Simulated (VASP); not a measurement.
# InP in VASP: a series of runs

The runs below take InP through single point, with PBEsol.

Everything below comes from runs of VASP 6.6.1. Logs are shortened: lines on timing, memory, paths and dates and some standing lists are left out, and cuts for length are marked.

**Measured values to compare with.**

A printed reference work, data compilation reports, for a bulk crystal of InP at 1.6 K: band gap 1.4236 eV (direct).

The runs below are set against these values where they give the same quantity.

## (1) The cell of the first run

The structure is cubic, space group F-43m (No. 216). The conventional cell has a = 5.900 Å, b = 5.900 Å, c = 5.900 Å, α = 90.00°, β = 90.00°, γ = 90.00°. In (site symmetry -43m) has 4 P at 2.55 Å within 3.4 Å. Within 3.4 Å of P (site symmetry -43m) lie 4 In at 2.55 Å.

## (2) Single point, PBEsol

INCAR

```
PREC = Accurate
ENCUT = 520
EDIFF = 1E-7
ISMEAR = -1
SIGMA = 0.05
LREAL = F
LASPH = T
NELM = 80
ALGO = Normal
ISIF = 2
LWAVE = F
LCHARG = F
GGA = PS
NBANDS = 16
```

KPOINTS

```
regular mesh
0
Gamma
  8 8 8
```

POSCAR

```
InP
1.0
    0.0000000000      2.9499078504      2.9499078504
    2.9499078504      0.0000000000      2.9499078504
    2.9499078504      2.9499078504      0.0000000000
In P
1 1
Direct
    0.0000000000      0.0000000000      0.0000000000
    0.7500000000      0.7500000000      0.7500000000
```

Potentials or basis: VASP PAW PBE potentials, release 64 (In_d, P).

Launch:

```sh
$ cat potpaw_PBE.64/In_d/POTCAR potpaw_PBE.64/P/POTCAR > POTCAR
$ mpirun -np 1 vasp_std > vasp.out
```

OUTCAR:

```text
PREC = Accurate
   ENCUT = 520
   EDIFF = 1E-7
   ISMEAR = -1
   LREAL = F
   LASPH = T
   NELM = 80
   ISIF = 2
   GGA = PS

 ion  position               nearest neighbor table
   1  0.000  0.000  0.000-   2 2.55   2 2.55   2 2.55   2 2.55
   2  0.750  0.750  0.750-   1 2.55   1 2.55   1 2.55   1 2.55

  LATTYP: Found a face centered cubic cell.
 ALAT       =     5.8998157008

  Lattice vectors:

 A1 = (   0.0000000000,   2.9499078504,   2.9499078504)
 A2 = (   2.9499078504,   0.0000000000,   2.9499078504)
 A3 = (   2.9499078504,   2.9499078504,   0.0000000000)

Analysis of symmetry for initial positions (statically):
=====================================================================
 Subroutine PRICEL returns:
 Original cell was already a primitive cell.

 Routine SETGRP: Setting up the symmetry group for a
 face centered cubic supercell.

 Subroutine GETGRP returns: Found 24 space group operations
 (whereof 24 operations were pure point group operations)
 out of a pool of 48 trial point group operations.

The static configuration has the point symmetry T_d .

Analysis of symmetry for dynamics (positions and initial velocities):
=====================================================================
 Subroutine PRICEL returns:
 Original cell was already a primitive cell.

 Routine SETGRP: Setting up the symmetry group for a
 face centered cubic supercell.

 Subroutine GETGRP returns: Found 24 space group operations
 (whereof 24 operations were pure point group operations)
 out of a pool of 48 trial point group operations.

The dynamic configuration has the point symmetry T_d .

 Subroutine INISYM returns: Found 24 space group operations
 (whereof 24 operations are pure point group operations),
 and found     1 'primitive' translations

----------------------------------------------------------------------------------------

                                     Primitive cell

  volume of cell :      51.3399

  direct lattice vectors                    reciprocal lattice vectors
     0.000000000  2.949907850  2.949907850    -0.169496820  0.169496820  0.169496820
     2.949907850  0.000000000  2.949907850     0.169496820 -0.169496820  0.169496820
     2.949907850  2.949907850  0.000000000     0.169496820  0.169496820 -0.169496820

  length of vectors
     4.171799690  4.171799690  4.171799690     0.293577104  0.293577104  0.293577104

  position of ions in fractional coordinates (direct lattice)
     0.000000000  0.000000000  0.000000000
     0.750000000  0.750000000  0.750000000

  ion indices of the primitive-cell ions
   primitive index   ion index
                 1           1
                 2           2

----------------------------------------------------------------------------------------

 KPOINTS: regular mesh

Automatic generation of k-mesh.
 Grid dimensions read from file:
 generate k-points for:    8    8    8

 Generating k-lattice:

  Cartesian coordinates                     Fractional coordinates (reciprocal lattice)
    -0.021187103  0.021187103  0.021187103     0.125000000  0.000000000  0.000000000
     0.021187103 -0.021187103  0.021187103     0.000000000  0.125000000  0.000000000
     0.021187103  0.021187103 -0.021187103     0.000000000  0.000000000  0.125000000

  Length of vectors
     0.036697138  0.036697138  0.036697138

  Shift w.r.t. Gamma in fractional coordinates (k-lattice)
     0.000000000  0.000000000  0.000000000

 Subroutine IBZKPT returns following result:
 ===========================================

 Found     29 irreducible k-points:

 Following reciprocal coordinates:
            Coordinates               Weight
  0.000000  0.000000  0.000000      1.000000
  0.125000  0.000000  0.000000      8.000000
  0.250000  0.000000  0.000000      8.000000
  0.375000  0.000000  0.000000      8.000000
  0.500000  0.000000  0.000000      4.000000
  0.125000  0.125000  0.000000      6.000000
[... 16 lines left out ...]
  0.500000  0.250000  0.125000     48.000000
 -0.375000  0.250000  0.125000     24.000000
 [... further k-points ...]
   k-points           NKPTS =     29   k-points in BZ     NKDIM =     29   number of bands    NBANDS=     16
   number of dos      NEDOS =    301   number of ions     NIONS =      2
   total plane-waves  NPLWV =  32768
   dimension x,y,z NGX =    32 NGY =   32 NGZ =   32
   dimension x,y,z NGXF=    64 NGYF=   64 NGZF=   64
   ions per type =               1   1
   NGX,Y,Z   is equivalent  to a cutoff of  12.75, 12.75, 12.75 a.u.
   NGXF,Y,Z  is equivalent  to a cutoff of  25.50, 25.50, 25.50 a.u.
 SYSTEM =  unknown system
   PREC   = accura    normal or accurate (medium, high low for compatibility)
   ISTART =      0    job   : 0-new  1-cont  2-samecut
   ICHARG =      2    charge: 1-file 2-atom 10-const
   ISPIN  =      1    spin polarized calculation?
   LNONCOLLINEAR =      F non collinear calculations
   LSORBIT =      F    spin-orbit coupling
   LASPH  =      T    aspherical Exc in radial PAW
   ENCUT  =  520.0 eV  38.22 Ry    6.18 a.u.   7.76  7.76  7.76*2*pi/ulx,y,z
   NELM   =     80;   NELMIN=  2; NELMDL= -5     # of ELM steps
   EDIFF  = 0.1E-06   stopping-criterion for ELM
   LREAL  =      F    real-space projection
   EDIFFG = 0.1E-05   stopping-criterion for IOM
   NSW    =      0    number of steps for IOM
   IBRION =     -1    ionic relax: 0-MD 1-quasi-New 2-CG
   NFREE  =      0    steps in history (QN), initial steepest desc. (CG)
   ISIF   =      2    stress and relaxation
   ISYM   =      2    0-nonsym 1-usesym 2-fastsym
   POTIM  = 0.5000    time-step for ionic-motion
   TEBEG  =    0.0;   TEEND  =   0.0 temperature during run
   PSTRESS=    0.0 pullay stress
   NELECT =      18.0000    total number of electrons
   NUPDOWN=      -1.0000    fix difference up-down
   EMIN   =  10.00;   EMAX   =-10.00  energy-range for DOS
   EFERMI =   0.00;   METHOD = LEGACY
   ISMEAR =    -1;   SIGMA  =   0.05  broadening in eV -4-tet -1-fermi 0-gaus
   EFERMI_NEDOS =   21; number of points for ismear=-14 and -15
   IALGO  =     38    algorithm
   IMIX   =      4    mixing-type and parameters
     AMIX     =   0.40;   BMIX     =  1.00
     AMIX_MAG =   1.60;   BMIX_MAG =  1.00
  volume/ion in A,a.u.               =      25.67       173.23
  Fermi-wavevector in a.u.,A,eV,Ry     =   1.154376  2.181454 18.130899  1.332584
  Thomas-Fermi vector in A             =   2.291013
   LORBIT       =      0    0 simple, 1 ext, 2 COOP (PROOUT), +10 PAW based schemes
   GGA     = PS    functional components
   LHFCALC =     F    Hartree Fock is set to
   AEXX    =    0.0000 exact exchange contribution
   IVDW    =     0    specifies the selected vdW correction
   LEPSILON=     F    determine dielectric tensor
   LRPA    =     F    only Hartree local field effects (RPA)
 non-spin polarized calculation
  energy-cutoff  :      520.00
  volume of cell :       51.34
 maximum number of plane-waves:      1411
   NGX = 15   NGY = 15   NGZ = 15

 number of electron      18.0000008 magnetization

 Free energy of the ion-electron system (eV)
  ---------------------------------------------------
  ext. energy  EPLUGINS =         0.00000000
  ---------------------------------------------------
  free energy    TOTEN  =        -9.15365181 eV

  energy without entropy =       -9.15362304  energy(sigma->0) =       -9.15363743

 E-fermi :   5.1635     XC(G=0):  -9.3919

 val. band max:        4.8776958084   @ k =   0.0000   0.0000   0.0000
 cond. band min:       5.3860107622   @ k =   0.0000   0.0000   0.0000
 fundamental gap:      0.5083149538
 Fermi energy:         5.1635452725

 k-point     1 :       0.0000    0.0000    0.0000
  band No.  band energies     occupation
      1      -9.2327      2.00000
      2      -9.2327      2.00000
      3      -9.2327      2.00000
      4      -9.0878      2.00000
      5      -9.0878      2.00000
      6      -6.5355      2.00000
[... 8 lines left out ...]
     15      14.2747      0.00000
     16      14.2747      0.00000

 k-point     2 :       0.1250    0.0000    0.0000
  band No.  band energies     occupation
      1      -9.2505      2.00000
      2      -9.2255      2.00000
      3      -9.2255      2.00000
      4      -9.0877      2.00000
      5      -9.0877      2.00000
      6      -6.3610      2.00000
[... 8 lines left out ...]
     15      13.6118      0.00000
     16      13.9362      0.00000

 k-point     3 :       0.2500    0.0000    0.0000
  band No.  band energies     occupation
      1      -9.2913      2.00000
      2      -9.2105      2.00000
      3      -9.2105      2.00000
      4      -9.0853      2.00000
      5      -9.0853      2.00000
      6      -5.8733      2.00000
[... 8 lines left out ...]
     15      13.3814      0.00000
     16      13.7751      0.00000

 k-point     4 :       0.3750    0.0000    0.0000
  band No.  band energies     occupation
      1      -9.3298      2.00000
      2      -9.1991      2.00000
      3      -9.1991      2.00000
      4      -9.0789      2.00000
      5      -9.0789      2.00000
      6      -5.2211      2.00000
[... 8 lines left out ...]
     15      14.3024      0.00000
     16      14.3024      0.00000
[... 324 lines left out ...]
 k-point    22 :       0.3750    0.2500    0.1250
  band No.  band energies     occupation
      1      -9.3275      2.00000
      2      -9.1922      2.00000
      3      -9.1861      2.00000
      4      -9.1023      2.00000
      5      -9.0734      2.00000
      6      -5.4679      2.00000
[... 8 lines left out ...]
     15      14.9651      0.00000
     16      16.2772      0.00000

 k-point    23 :       0.5000    0.2500    0.1250
  band No.  band energies     occupation
      1      -9.3501      2.00000
      2      -9.1872      2.00000
      3      -9.1723      2.00000
      4      -9.0986      2.00000
      5      -9.0731      2.00000
      6      -4.8708      2.00000
[... 8 lines left out ...]
     15      15.5370      0.00000
     16      16.1539      0.00000

 k-point    24 :      -0.3750    0.2500    0.1250
  band No.  band energies     occupation
      1      -9.3584      2.00000
      2      -9.1867      2.00000
      3      -9.1675      2.00000
      4      -9.0930      2.00000
      5      -9.0755      2.00000
      6      -4.5393      2.00000
[... 8 lines left out ...]
     15      15.4219      0.00000
     16      16.0733      0.00000

 [... further k-points ...]

------------------------ aborting loop because EDIFF is reached ----------------------------------------

  FORCE on cell =-STRESS in cart. coord.  units (eV):
  Direction    XX          YY          ZZ          XY          YZ          ZX
  --------------------------------------------------------------------------------------
  -------------------------------------------------------------------------------------
  Total       -0.2356035     -0.2356035     -0.2356035      0.0000000      0.0000000     -0.0000000
  in kB       -7.3525330     -7.3525330     -7.3525330      0.0000000      0.0000000     -0.0000000
  external PRESSURE =      -7.3525330 kB  Pullay stress =       0.0000000 kB

 VOLUME and BASIS-vectors are now :
 -----------------------------------------------------------------------------
  energy-cutoff  :      520.00
  volume of cell :       51.34
      direct lattice vectors                 reciprocal lattice vectors
     0.000000000  2.949907850  2.949907850    -0.169496820  0.169496820  0.169496820
     2.949907850  0.000000000  2.949907850     0.169496820 -0.169496820  0.169496820
     2.949907850  2.949907850  0.000000000     0.169496820  0.169496820 -0.169496820

 POSITION                                       TOTAL-FORCE (eV/Angst)
 -----------------------------------------------------------------------------------
      0.00000      0.00000      0.00000        -0.000000      0.000000     -0.000000
      4.42486      4.42486      4.42486         0.000000     -0.000000      0.000000
 -----------------------------------------------------------------------------------
    total drift:                                0.000000      0.000000      0.000000

  FREE ENERGIE OF THE ION-ELECTRON SYSTEM (eV)
  ---------------------------------------------------
  free  energy   TOTEN  =        -9.1536518119 eV

  energy  without entropy=       -9.1536230402  energy(sigma->0) =       -9.15363743
```

It took 15 s on 1 thread of Intel Xeon Platinum 8488C (Sapphire Rapids), shared host; peak memory 0.18 GiB.

What came out:

```yaml
Free_energy: -9.1537 eV
Pressure: -0.7 GPa
Band_gap_on_the_k_mesh: 0.51 eV, direct
```

Levels at points of the mesh, in eV from the valence-band top:
| k point | band 5 | band 6 | band 7 | band 8 | band 9 | band 10 | band 11 | band 12 | band 13 | band 14 |
| --- | --- | --- | --- | --- | --- | --- | --- | --- | --- | --- |
| (0.00, 0.00, 0.00) | -13.97 | -11.41 | 0.00 | 0.00 | 0.00 | 0.51 | 4.02 | 4.02 | 4.02 | 8.26 |
| (0.50, 0.00, 0.00) | -13.95 | -9.73 | -5.70 | -0.96 | -0.96 | 1.35 | 4.73 | 4.73 | 6.91 | 9.22 |
| (0.50, 0.50, 0.00) | -13.93 | -9.09 | -5.73 | -2.29 | -2.29 | 1.66 | 2.17 | 8.97 | 9.40 | 9.40 |

Caveat: the PAW data sets were made with another functional, which shifts forces and pressure a little; spin-orbit coupling is left out, which moves the levels of the heavy elements.

## (3) Single point, PBEsol

This run uses another cell than the first one, of 24.17 Å³/atom, 0.942 times its volume.

INCAR

```
PREC     = Accurate       # precision mode
ENCUT    = 520            # plane-wave cutoff, eV
EDIFF    = 1E-7           # SCF threshold, eV
ISMEAR   = -1             # smearing method
SIGMA    = 0.05           # smearing width, eV
LREAL    = False          # projectors in reciprocal space
LASPH    = True           # aspherical terms in the spheres
NELM     = 60             # most SCF steps
ALGO     = Normal         # electronic algorithm
ISIF     = 2              # what is computed and relaxed
LWAVE    = False          # write WAVECAR
LCHARG   = False          # write CHGCAR
GGA      = PS             # functional
NBANDS   = 16             # bands
```

KPOINTS

```
Automatic mesh
0
Gamma
  7 7 7
```

POSCAR

```
InP
1.0
    0.0000000000      2.8718900000      2.9305000000
    2.8718900000      0.0000000000      2.9305000000
    2.8718900000      2.8718900000      0.0000000000
In P
1 1
Direct
    0.0000000000      0.0000000000      0.0000000000
    0.7500000000      0.7500000000      0.7500000000
```

Potentials or basis: VASP PAW PBE potentials, release 64 (In_d, P).

Launch:

```sh
$ cat potpaw_PBE.64/In_d/POTCAR potpaw_PBE.64/P/POTCAR > POTCAR
$ mpirun -np 1 vasp_std > vasp.out
```

Run time: 19 s. Hardware: 1 thread of Intel Xeon Platinum 8488C (Sapphire Rapids), shared host; peak memory 0.18 GiB.

The run converged. Its results:

* Free energy: -9.1226 eV
* Pressure: 3.6 GPa
* Band gap on the k mesh: 0.79 eV, direct

Stress tensor (GPa, compression positive):
```
3.93 0.00 0.00
0.00 3.93 0.00
0.00 0.00 3.08
```

Levels at points of the mesh, in eV from the valence-band top:
| k point | band 6 | band 7 | band 8 | band 9 | band 10 | band 11 | band 12 | band 13 |
| --- | --- | --- | --- | --- | --- | --- | --- | --- |
| (0.00, 0.00, 0.00) | -11.87 | -0.10 | 0.00 | 0.00 | 0.79 | 3.97 | 3.97 | 4.00 |

Caveat: the PAW data sets were made with another functional, which shifts forces and pressure a little; spin-orbit coupling is left out, which moves the levels of the heavy elements.

## (4) Single point, PBEsol

This run uses another cell than the first one, of 24.67 Å³/atom, 0.961 times its volume.

INCAR

```
ALGO = Normal
EDIFF = 1E-6
ENCUT = 520
GGA = PS
ISIF = 2
ISMEAR = -1
LASPH = True
LCHARG = False
LREAL = False
LWAVE = False
NBANDS = 16
NELM = 100
PREC = Accurate
SIGMA = 0.05
```

KPOINTS

```
k-points
0
Gamma
  7 7 7
```

POSCAR

```
InP
1.0
    0.0000000000      2.9011950000      2.9305000000
    2.9011950000      0.0000000000      2.9305000000
    2.9011950000      2.9011950000      0.0000000000
In P
1 1
Direct
    0.0000000000      0.0000000000      0.0000000000
    0.7500000000      0.7500000000      0.7500000000
```

Launch:

```sh
$ cat potpaw_PBE.64/In_d/POTCAR potpaw_PBE.64/P/POTCAR > POTCAR
$ mpirun -np 1 vasp_std > vasp.out
```

Wall time 17 s (1 thread of Intel Xeon Platinum 8488C (Sapphire Rapids), shared host); peak memory 0.18 GiB.

The run converged. Its results:

- Free energy: -9.1418 eV
- Pressure: 2.0 GPa
- Band gap on the k mesh: 0.70 eV, direct

Stress tensor (GPa, compression positive):
```
2.18 0.00 0.00
0.00 2.18 0.00
0.00 0.00 1.76
```

Levels at points of the mesh, in eV from the valence-band top:
```
           k point  band 7  band 8  band 9  band 10  band 11  band 12
(0.00, 0.00, 0.00)   -0.05    0.00    0.00     0.70     3.99     3.99
```

Caveat: the PAW data sets were made with another functional, which shifts forces and pressure a little; spin-orbit coupling is left out, which moves the levels of the heavy elements. As with any semilocal functional, this PBEsol gap is likely too small.

## (5) Single point, PBEsol

INCAR

```
PREC = Accurate
ENCUT = 520
EDIFF = 1E-7
ISMEAR = -1
SIGMA = 0.05
LREAL = False
LASPH = True
NELM = 100
ALGO = Normal
ISIF = 2
LWAVE = False
LCHARG = True
GGA = PS
LELF = True
LVHAR = True
NBANDS = 16
```

KPOINTS

```
Automatic mesh
0
Gamma
  7 7 7
```

POSCAR

```
InP
1.0
    0.0000000000      2.9598050000      2.9305000000
    2.9598050000      0.0000000000      2.9305000000
    2.9598050000      2.9598050000      0.0000000000
In P
1 1
Direct
    0.0000000000      0.0000000000      0.0000000000
    0.7500000000      0.7500000000      0.7500000000
```

Launch:

```sh
$ cat potpaw_PBE.64/In_d/POTCAR potpaw_PBE.64/P/POTCAR > POTCAR
$ mpirun -np 1 vasp_std > vasp.out
```

It took 19 s on 1 thread of Intel Xeon Platinum 8488C (Sapphire Rapids), shared host; peak memory 0.18 GiB.

The run converged. Its results:

```
Free energy            : -9.1499 eV
Pressure               : -0.7 GPa
Band gap on the k mesh : 0.48 eV, direct
```

Stress tensor (GPa, compression positive):
```
-0.89  0.00  0.00
 0.00 -0.89  0.00
 0.00  0.00 -0.47
```

Levels at points of the mesh, in eV from the valence-band top:
```
           k point  band 5  band 6  band 7  band 8  band 9  band 10  band 11  band 12  band 13  band 14
(0.00, 0.00, 0.00)  -14.00  -11.44   -0.05   -0.05    0.00     0.48     3.97     3.99     3.99     8.23
```

Caveat: the PAW data sets were made with another functional, which shifts forces and pressure a little; spin-orbit coupling is left out, which moves the levels of the heavy elements.

## (6) Overview

| cell | k mesh | gap on the mesh (eV) | pressure (GPa) |
| --- | --- | --- | --- |
| a = 4.172 Å, angles 60.0°, 2 atoms | 8 × 8 × 8 | 0.51 | -0.7 |
| a = 4.103, b = 4.103, c = 4.061 Å, angles 60.3, 60.3, 59.3°, 2 atoms | 7 × 7 × 7 | 0.79 | 3.6 |
| a = 4.124, b = 4.124, c = 4.103 Å, angles 60.2, 60.2, 59.7°, 2 atoms | 7 × 7 × 7 | 0.70 | 2.0 |
| a = 4.165, b = 4.165, c = 4.186 Å, angles 59.8, 59.8, 60.3°, 2 atoms | 7 × 7 × 7 | 0.48 | -0.7 |

Alike in all rows: task single point; level PBEsol; potentials or basis VASP PAW PBE potentials, release 64 (In_d, P); no spin polarisation; cutoff (eV) 520; smearing fermi-dirac 0.05 eV.

Caveats: the PAW data sets were made with another functional, which shifts forces and pressure a little; spin-orbit coupling is left out, which moves the levels of the heavy elements.

Absolute energies hang on the potentials; compare differences alone.

## (7) How close it comes

Step 2. Measured gap of InP: 1.4236 eV (direct; 1.6 K; a printed reference work, data compilation). This calculation gives 0.51 eV (-0.92 eV). Spin-orbit coupling on In is left out. The value is that of PBEsol, without temperature or zero-point motion. Semilocal functionals fall short of measured gaps as a rule.
